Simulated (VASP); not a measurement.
Write the native input for VASP 6.6.1 that does the following.

```yaml
Task: single point
Functional: PBE
Dispersion: D3(BJ)
Potentials_or_basis: VASP PAW PBE potentials, release 64 (Zn, O)
Cutoff: 520 eV
k_mesh: 12 × 12 × 4
Occupations: gaussian, width 0.05 eV
Spin: no spin polarisation
Dipole_correction: no
Further_INCAR_settings: ALGO = Normal; EDIFF = 1e-06; NBANDS = 26
```

The structure of ZnO lies in POSCAR:

```
ZnO
1.0
    3.0126338642      0.0000000000      0.0000000000
   -1.5063169321      2.6090174587      0.0000000000
    0.0000000000      0.0000000000      8.4933426806
Zn O
2 2
Direct
    0.0000000000      0.0000000000      0.7500000000
    0.0000000000      0.0000000000      0.2500000000
    0.3333333333      0.6666666667      0.2500000000
    0.6666666667      0.3333333333      0.7500000000
```

Measurements of this composition are mostly on another form, of space group No. 186.

The input as run:

INCAR

```
  PREC = Accurate
  ENCUT = 520
  EDIFF = 1E-6
  ISMEAR = 0
  SIGMA = 0.05
  LREAL = False
  LASPH = True
  NELM = 100
  ALGO = Normal
  ISIF = 2
  LWAVE = False
  LCHARG = True
  GGA = PE
  IVDW = 12
  LELF = True
  LVHAR = True
  NBANDS = 26
```

KPOINTS

```
Automatic mesh
0
Gamma
  12 12 4
```

Potentials or basis: VASP PAW PBE potentials, release 64 (Zn, O).

Command:

```console
$ cat potpaw_PBE.64/Zn/POTCAR potpaw_PBE.64/O/POTCAR > POTCAR
$ mpirun -np 1 vasp_std > vasp.out
```

Results of the run:

* Pressure: 30.4 GPa
* Band gap on the k mesh: 0.84 eV, direct
* Dispersion energy per atom: -0.150 eV

Caveat: a pressure of tens of GPa on the cell as given is suspect, and the run, the potentials or the cell itself is likely at fault.

Wall time 87 s on 1 thread of Intel(R) Xeon(R) Platinum 8488C (Sapphire Rapids), with other jobs on the host, peak memory 0.24 GiB.
